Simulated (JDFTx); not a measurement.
# ZnS (F-43m) in JDFTx: settings compared

Aim: see how the results for ZnS move with the level of theory and the settings. Levels: PBE0 (exact-exchange share 0.25), PBE0 (exact-exchange share 0.3). Tasks: single point.

All numbers are computed with JDFTx 1.7.0 (patched build); they aren't measurements. Logs are shortened: lines on timing, memory, paths and dates and some standing lists are left out, and cuts for length are marked. The log counts tension as positive stress, the text compression.

### 1 The crystal as given

The structure is cubic, space group F-43m (No. 216). Conventional cell: a = 5.404 Å, b = 5.404 Å, c = 5.404 Å, α = 90.00°, β = 90.00°, γ = 90.00°. Zn (site symmetry -43m) has 4 S at 2.34 Å as nearest neighbours. S (site symmetry -43m) has 4 Zn at 2.34 Å as nearest neighbours.

### 2 Single point, PBE0 (exact-exchange share 0.25)

File ZnS.in:

```
include ZnS.lattice
coords-type Lattice
include ZnS.ionpos

ion-species pseudo/Zn.upf
ion-species pseudo/S.upf
elec-cutoff 42 336
elec-ex-corr hyb-PBE0
exchange-parameters 0.25
kpoint-folding 2 2 2
elec-smearing Fermi 0.0018374661
elec-n-bands 19
electronic-SCF nIterations 100 energyDiffThreshold 1e-07
electronic-minimize nIterations 30 energyDiffThreshold 1e-7
converge-empty-states yes
forces-output-coords Cartesian

dump-name run.$VAR
dump End Ecomponents EigStats BandEigs Kpoints Forces Stress ElecDensity Dtot KEdensity
```

File ZnS.lattice:

```
lattice \
    0.0000000000     5.1060399887     5.1060399887 \
    5.1060399887     0.0000000000     5.1060399887 \
    5.1060399887     5.1060399887     0.0000000000
```

File ZnS.ionpos:

```
ion Zn     0.7500000000     0.7500000000     0.7500000000 1
ion S      0.0000000000     0.0000000000     0.0000000000 1
```

Potentials or basis: PseudoDojo-SR-PBE-0.5-standard with smoothed tails.

The run is started by

```sh
$ jdftx -c 1 -i ZnS.in -o ZnS.out
```

Output:

```text
*************** JDFTx 1.7.0 (patched build) ***************

Input parsed successfully to the following command list (including defaults):

basis kpoint-dependent
converge-empty-states yes
coords-type Lattice
core-overlap-check vector
coulomb-interaction Periodic
davidson-band-ratio 1.1
dump End Forces ElecDensity KEdensity Dtot BandEigs EigStats Ecomponents Stress Kpoints
dump-name run.$VAR
elec-cutoff 42 336
elec-eigen-algo Davidson
elec-ex-corr hyb-PBE0
elec-n-bands 19 1
elec-smearing Fermi 0.00183747
electronic-minimize  \
	dirUpdateScheme      FletcherReeves \
	linminMethod         DirUpdateRecommended \
	nIterations          30 \
	history              15 \
	knormThreshold       0 \
	maxThreshold         no \
	energyDiffThreshold  1e-07 \
	nEnergyDiff          2 \
	convergeAll          no \
	alphaTstart          1 \
	alphaTmin            1e-10 \
	updateTestStepSize   yes \
	alphaTreduceFactor   0.1 \
	alphaTincreaseFactor 3 \
	nAlphaAdjustMax      3 \
	wolfeEnergy          0.0001 \
	wolfeGradient        0.9 \
	abortOnFailedStep    no \
	fdTest               no
electronic-scf  \
	nIterations	100 \
	energyDiffThreshold	1e-07 \
	residualThreshold	1e-07 \
	mixFraction	0.5 \
	qMetric	0.8 \
	history	10 \
	nEigSteps	2 \
	eigDiffThreshold	1e-08 \
	mixedVariable	Density \
	qKerker	0.8 \
	qKappa	-1 \
	verbose	no \
	mixFractionMag	1.5
exchange-parameters  0.25
exchange-regularization WignerSeitzTruncated
fluid None
fluid-ex-corr lda-TF lda-PZ
fluid-gummel-loop 10 1.000000e-05
fluid-minimize  \
	dirUpdateScheme      PolakRibiere \
	linminMethod         DirUpdateRecommended \
	nIterations          100 \
	history              15 \
	knormThreshold       0 \
	maxThreshold         no \
	energyDiffThreshold  0 \
	nEnergyDiff          2 \
	convergeAll          no \
	alphaTstart          1 \
	alphaTmin            1e-10 \
	updateTestStepSize   yes \
	alphaTreduceFactor   0.1 \
	alphaTincreaseFactor 3 \
	nAlphaAdjustMax      3 \
	wolfeEnergy          0.0001 \
	wolfeGradient        0.9 \
	abortOnFailedStep    no \
	fdTest               no
fluid-solvent H2O 55.338 ScalarEOS \
	epsBulk 78.4 \
	pMol 0.92466 \
	epsInf 1.77 \
	Pvap 1.06736e-10 \
	sigmaBulk 4.62e-05 \
	Rvdw 2.61727 \
	Res 1.42 \
	tauNuc 343133 \
	poleEl 15 7 1
forces-output-coords Cartesian
ion Zn   0.750000000000000   0.750000000000000   0.750000000000000 1
ion S   0.000000000000000   0.000000000000000   0.000000000000000 1
ion-species pseudo/Zn.upf
ion-species pseudo/S.upf
ion-width 0
ionic-minimize  \
	dirUpdateScheme      L-BFGS \
	linminMethod         DirUpdateRecommended \
	nIterations          0 \
	history              15 \
	knormThreshold       0.0001 \
	maxThreshold         no \
	energyDiffThreshold  1e-06 \
	nEnergyDiff          2 \
	convergeAll          no \
	alphaTstart          1 \
	alphaTmin            1e-10 \
	updateTestStepSize   yes \
	alphaTreduceFactor   0.1 \
	alphaTincreaseFactor 3 \
	nAlphaAdjustMax      3 \
	wolfeEnergy          0.0001 \
	wolfeGradient        0.9 \
	abortOnFailedStep    no \
	fdTest               no
kpoint   0.000000000000   0.000000000000   0.000000000000  1.00000000000000
kpoint-folding 2 2 2
latt-move-scale 1 1 1
latt-scale 1 1 1
lattice  \
	   0.000000000000000    5.106039988700000    5.106039988700000  \
	   5.106039988700000    0.000000000000000    5.106039988700000  \
	   5.106039988700000    5.106039988700000    0.000000000000000
lattice-minimize  \
	dirUpdateScheme      L-BFGS \
	linminMethod         DirUpdateRecommended \
	nIterations          0 \
	history              15 \
	knormThreshold       0 \
	maxThreshold         no \
	energyDiffThreshold  1e-06 \
	nEnergyDiff          2 \
	convergeAll          no \
	alphaTstart          1 \
	alphaTmin            1e-10 \
	updateTestStepSize   yes \
	alphaTreduceFactor   0.1 \
	alphaTincreaseFactor 3 \
	nAlphaAdjustMax      3 \
	wolfeEnergy          0.0001 \
	wolfeGradient        0.9 \
	abortOnFailedStep    no \
	fdTest               no
lcao-params -1 1e-06 0.00183747
pcm-variant GLSSA13
perturb-minimize  \
	nIterations            0 \
	algorithm              MINRES \
	residualTol            0.0001 \
	residualDiffThreshold  0.0001 \
	CGBypass               no \
	recomputeResidual      no
spintype no-spin
subspace-rotation-factor 1 yes
symmetries automatic
symmetry-threshold 0.0001

---------- Setting up symmetries ----------

Found 48 point-group symmetries of the bravais lattice
Found 24 space-group symmetries with basis
Applied RMS atom displacement 0 bohrs to make symmetries exact.

---------- Initializing the Grid ----------
R =
[            0      5.10604      5.10604  ]
[      5.10604            0      5.10604  ]
[      5.10604      5.10604            0  ]
unit cell volume = 266.246
G =
[   -0.61527    0.61527    0.61527  ]
[    0.61527   -0.61527    0.61527  ]
[    0.61527    0.61527   -0.61527  ]
Minimum fftbox size, Smin = [  60  60  60  ]
Chosen fftbox size, S = [  60  60  60  ]

---------- Initializing tighter grid for wavefunction operations ----------
R =
[            0      5.10604      5.10604  ]
[      5.10604            0      5.10604  ]
[      5.10604      5.10604            0  ]
unit cell volume = 266.246
G =
[   -0.61527    0.61527    0.61527  ]
[    0.61527   -0.61527    0.61527  ]
[    0.61527    0.61527   -0.61527  ]
Minimum fftbox size, Smin = [  44  44  44  ]
Chosen fftbox size, S = [  48  48  48  ]

---------- Exchange Correlation functional ----------
Initalized PBE GGA exchange.
Initalized PBE GGA correlation.
Will include 0.25 x exact exchange.

---------- Setting up pseudopotentials ----------
Width of ionic core gaussian charges (only for fluid interactions / plotting) set to 0

Reading pseudopotential file 'pseudo/Zn.upf':
  'Zn' pseudopotential, 'PBE' functional
  Generated using ONCVPSP code by D. R. Hamann
  20 valence electrons, 4 orbitals, 6 projectors, 1001 radial grid points, with lMax = 2
    3S    l: 0   occupation:  2.0   eigenvalue: -4.749201
    3P    l: 1   occupation:  6.0   eigenvalue: -3.064985
    3D    l: 2   occupation: 10.0   eigenvalue: -0.372654
    4S    l: 0   occupation:  2.0   eigenvalue: -0.219719
  Core radius for overlap checks: 1.79 bohrs.

Reading pseudopotential file 'pseudo/S.upf':
  'S' pseudopotential, 'PBE' functional
  Generated using ONCVPSP code by D. R. Hamann
  6 valence electrons, 2 orbitals, 6 projectors, 1001 radial grid points, with lMax = 2
    3S    l: 0   occupation:  2.0   eigenvalue: -0.634163
    3P    l: 1   occupation:  4.0   eigenvalue: -0.257567
  Core radius for overlap checks: 1.43 bohrs.

Initialized 2 species with 2 total atoms.

Folded 1 k-points by 2x2x2 to 8 k-points.

---------- Setting up k-points, bands, fillings ----------
Reduced to 3 k-points under symmetry.
Computing the number of bands and number of electrons
Calculating initial fillings.
nElectrons:  26.000000   nBands: 19   nStates: 3

----- Setting up reduced wavefunction bases (one per k-point) -----
average nbasis = 3447.625 , ideal nbasis = 3461.390

----- Initializing Supercell corresponding to k-point mesh -----
Lattice vector linear combinations in supercell:
[   2   0   0  ]
[   0   2   0  ]
[   0   0   2  ]
Supercell lattice vectors:
[  0  10.2121  10.2121  ]
[  10.2121  0  10.2121  ]
[  10.2121  10.2121  0  ]

-------- Setting up exchange kernel --------
Creating Wigner-Seitz truncated kernel on k-point supercell with sample count [  100 100 100 ]
Constructing Wigner-Seitz cell: 12 faces (12 quadrilaterals, 0 hexagons)
Gaussian width for range separation: 0.760875 bohrs.
FFT grid for long-range part: [ 100 100 100 ].
Planning fourier transform ... Done.
Computing truncated long-range part in real space ... Done.
Adding short-range part in reciprocal space ... Done.
Splitting supercell kernel to unit-cell with k-points ... Done.

---------- Setting up exact exchange ----------
Optimizing transforms to minimize k-point pairs ... done (640 steps).
Reduced 64 k-pairs to 41 under symmetries.
Transforms per reduced k-pair: 1 min, 8 max, 4.6 mean.
Per-iteration cost relative to semi-local calculation ~ 90

---------- Setting up ewald sum ----------
Optimum gaussian width for ewald sums = 2.319075 bohr.
Real space sum over 1331 unit cells with max indices [  5  5  5  ]
Reciprocal space sum over 2197 terms with max indices [  6  6  6  ]

---------- Allocating electronic variables ----------
Initializing wave functions:  linear combination of atomic orbitals
Note: number of bands (19) exceeds available atomic orbitals (14)
Initializing semi-local functional for LCAO:
Initalized PBE GGA exchange.
Initalized PBE GGA correlation.
Zn pseudo-atom occupations:   s ( 2 2 )  p ( 6 )  d ( 10 )
S pseudo-atom occupations:   s ( 2 )  p ( 4 )
	FillingsUpdate:  mu: +0.366558153  nElectrons: 26.000000
LCAOMinimize: Iter:   0  F: -217.4907594924200112  |grad|_K:  1.028e-02  alpha:  1.000e+00
	FillingsUpdate:  mu: +0.335753480  nElectrons: 26.000000
LCAOMinimize: Iter:   1  F: -217.5254643217984949  |grad|_K:  2.143e-04  alpha:  5.753e-01  linmin: -1.777e-01  cgtest:  7.179e-01
LCAOMinimize: Encountered beta<0, resetting CG.
[... 5 lines of inner loops ...]
LCAOMinimize: Iter:   4  F: -217.5254833781702644  |grad|_K:  2.960e-07  alpha:  8.946e-01  linmin: -7.628e-04  cgtest: -1.550e-02
	FillingsUpdate:  mu: +0.335425312  nElectrons: 26.000000
LCAOMinimize: Iter:   5  F: -217.5254833782043420  |grad|_K:  5.655e-08  alpha:  7.154e-01  linmin:  5.609e-03  cgtest: -2.404e-02
LCAOMinimize: Converged (|Delta F|<1.000000e-06 for 2 iters).

-------- Electronic minimization -----------
Will mix electronic density at each iteration.
Constructing ACE exchange operator ... done.

	FillingsUpdate:  mu: +0.335425312  nElectrons: 26.000000
	FillingsUpdate:  mu: +0.300000000  nElectrons: 26.000000
SCF: Cycle:  0   F: -216.517947055014417   dF: -6.872e-02   |Residual|: 8.594e-02   |deigs|: 1.230e-01
	FillingsUpdate:  mu: +0.300000000  nElectrons: 26.000000
SCF: Cycle:  1   F: -216.524793487439950   dF: -6.846e-03   |Residual|: 3.565e-02   |deigs|: 1.827e-02
	FillingsUpdate:  mu: +0.300000000  nElectrons: 26.000000
SCF: Cycle:  2   F: -216.525648094076189   dF: -8.546e-04   |Residual|: 7.821e-03   |deigs|: 7.783e-03
	FillingsUpdate:  mu: +0.300000000  nElectrons: 26.000000
SCF: Cycle:  3   F: -216.525463818456387   dF: +1.843e-04   |Residual|: 2.163e-03   |deigs|: 9.763e-04
	FillingsUpdate:  mu: +0.300000000  nElectrons: 26.000000
SCF: Cycle:  4   F: -216.525593137795795   dF: -1.293e-04   |Residual|: 8.715e-04   |deigs|: 8.648e-04
	FillingsUpdate:  mu: +0.300000000  nElectrons: 26.000000
SCF: Cycle:  5   F: -216.525691238579043   dF: -9.810e-05   |Residual|: 4.628e-04   |deigs|: 3.742e-04
	FillingsUpdate:  mu: +0.300000000  nElectrons: 26.000000
SCF: Cycle:  6   F: -216.525655768173891   dF: +3.547e-05   |Residual|: 1.575e-04   |deigs|: 2.140e-04
[... 195 lines left out ...]
	FillingsUpdate:  mu: +0.300000000  nElectrons: 26.000000
SCF: Cycle:  0   F: -216.534774910151185   dF: +7.126e-08   |Residual|: 2.954e-07   |deigs|: 1.222e-05
	FillingsUpdate:  mu: +0.300000000  nElectrons: 26.000000
SCF: Cycle:  1   F: -216.534774918268766   dF: -8.118e-09   |Residual|: 6.079e-07   |deigs|: 2.745e-06
	FillingsUpdate:  mu: +0.300000000  nElectrons: 26.000000
[... 5 further cycles ...]
SCF: Cycle:  7   F: -216.534774895153191   dF: -3.821e-09   |Residual|: 1.249e-07   |deigs|: 1.710e-06
	FillingsUpdate:  mu: +0.300000000  nElectrons: 26.000000
SCF: Cycle:  8   F: -216.534774895206567   dF: -5.338e-11   |Residual|: 1.168e-07   |deigs|: 1.582e-06
SCF: Converged (|Delta E|<1.000000e-07 for 2 iters).

	FillingsUpdate:  mu: +0.300000000  nElectrons: 26.000000
VxxLoop: Iter:  8   F: -216.534774895206567   dF: +8.620e-08
Setting wave functions to eigenvectors of Hamiltonian
Converging empty states (this may take a while): |deigs|: 4.136e-04
Computing exact exchange ... done.

# Stress tensor in Cartesian coordinates [Eh/a0^3]:
[  -0.00022327            0            0  ]
[            0  -0.00022327            0  ]
[            0            0  -0.00022327  ]

# Ionic positions in lattice coordinates:
ion Zn   0.750000000000000   0.750000000000000   0.750000000000000 1
ion S   0.000000000000000   0.000000000000000   0.000000000000000 1

# Forces in Cartesian coordinates:
force Zn   0.000000000000000   0.000000000000000  -0.000000000000000 1
force S   0.000000000000000   0.000000000000000  -0.000000000000000 1

# Energy components:
   Eewald =     -107.2976564015457797
       EH =       92.4677604865671583
     Eloc =     -229.3036524904244970
      Enl =      -46.8797371958275590
      Exc =      -19.6283443294080975
 Exc_core =        2.4537293241125409
      EXX =       -4.9902293902095636
       KE =       96.6433551015292096
-------------------------------------
     Etot =     -216.5347748952065672
       TS =        0.0000000000000000
-------------------------------------
        F =     -216.5347748952065672

IonicMinimize: Iter:   0  F: -216.534774895206567  |grad|_K:  1.628e-35
IonicMinimize: Converged (|grad|_K<1.000000e-04).

#--- Lowdin population analysis ---
# oxidation-state Zn +1.352
# oxidation-state S -1.174

Dumping 'run.eigStats' ...
	eMin: -4.577708 at state 0 ( [ +0.000000 +0.000000 +0.000000 ] spin 0 )
	HOMO: +0.235425 at state 0 ( [ +0.000000 +0.000000 +0.000000 ] spin 0 )
	mu  : +0.300000
	LUMO: +0.391431 at state 0 ( [ +0.000000 +0.000000 +0.000000 ] spin 0 )
	eMax: +0.819822 at state 2 ( [ +0.000000 +0.500000 +0.500000 ] spin 0 )
	HOMO-LUMO gap: +0.156006
	Optical gap  : +0.156006 at state 0 ( [ +0.000000 +0.000000 +0.000000 ] spin 0 )
Done!
[note: mu as printed may lie anywhere between the filled and the empty levels]
```

Run time: 14 min. Hardware: 1 thread of Intel Xeon 6975P-C (Granite Rapids), shared host; peak memory 0.2 GiB.

The run converged, but some of its settings lie outside the range that counts as converged, so its numbers aren't taken as properties of the crystal.

What came out:

| Quantity | Value |
| --- | --- |
| Free energy | -5892.2114 eV |
| Pressure | 6.6 GPa |
| Band gap on the k mesh | 4.25 eV, direct |
| Loewdin charges | Zn +1.35; S -1.17 e |

Caveat: the k mesh is coarse (spacing up to 1.01 Å⁻¹), so the values aren't converged, least of all with exact exchange; the atomic charges don't sum to the cell's charge; the hybrid runs on potentials with a model core; the potentials were made for another functional, which shifts forces and pressure.

### 3 Single point, PBE0 (exact-exchange share 0.3)

Changes to ZnS.in since step 2:

```diff
@@ -8,3 +8,3 @@
 elec-ex-corr hyb-PBE0
-exchange-parameters 0.25
+exchange-parameters 0.3
 kpoint-folding 2 2 2
```

ZnS.lattice is that of step 2.

ZnS.ionpos is that of step 2.

Potentials or basis: PseudoDojo-SR-PBE-0.5-standard with smoothed tails.

The run is started by

```sh
$ jdftx -c 1 -i ZnS.in -o ZnS.out
```

It took 16 min on 1 thread of Intel Xeon 6975P-C (Granite Rapids), shared host; peak memory 0.2 GiB.

The run converged, but some of its settings lie outside the range that counts as converged, so its numbers aren't taken as properties of the crystal.

What came out:

* Free energy: -5890.6609 eV
* Pressure: 6.4 GPa
* Band gap on the k mesh: 4.70 eV, direct
* Loewdin charges: Zn +1.36; S -1.18 e

Caveat: the k mesh is coarse (spacing up to 1.01 Å⁻¹), so the values aren't converged, least of all with exact exchange; the atomic charges don't sum to the cell's charge; the hybrid runs on potentials with a model core; the potentials were made for another functional, which shifts forces and pressure.
